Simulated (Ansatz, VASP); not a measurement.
# Ba in VASP and in Ansatz

```
Ba
1.0
     3.91000    0.00000    0.00000
    -1.95500    3.65000    0.00000
     0.00000    0.00000   20.70000
Ba
2
Direct
  0.00000 0.00000 0.36232
  0.00000 0.00000 0.63768
```

Alike in both runs: functional PBEsol; k mesh 8 × 8 × 1; occupations fermi-dirac, width 0.05 eV; no spin polarisation.

|  | VASP | Ansatz |
| --- | --- | --- |
| version | VASP 6.6.1 | Ansatz 0.2.0 |
| potentials or method | VASP PAW PBE potentials, release 64 (Ba_sv), cutoff 520 eV | all-electron LAPW, scalar-relativistic |
| task | single point | work function |

|  | VASP | Ansatz | Ansatz less VASP |
| --- | --- | --- | --- |
| gap on the k mesh at the Fermi level (eV) | none | none | - |
| rms of the force components (eV/Å) | 0.118 | 0.117 | -0.0006 |

Atom by atom the forces differ by 0.001 eV/Å (rms over components). A gap of «none» marks a metal or a gap that the smearing closes. Ansatz ran all-electron here, so the differences hold the error of VASP's frozen core and of both bases.

Caveats: the PAW data sets were made with another functional, which shifts forces and pressure a little (VASP). The runs have no spin-orbit coupling, so splittings on Ba are missing.
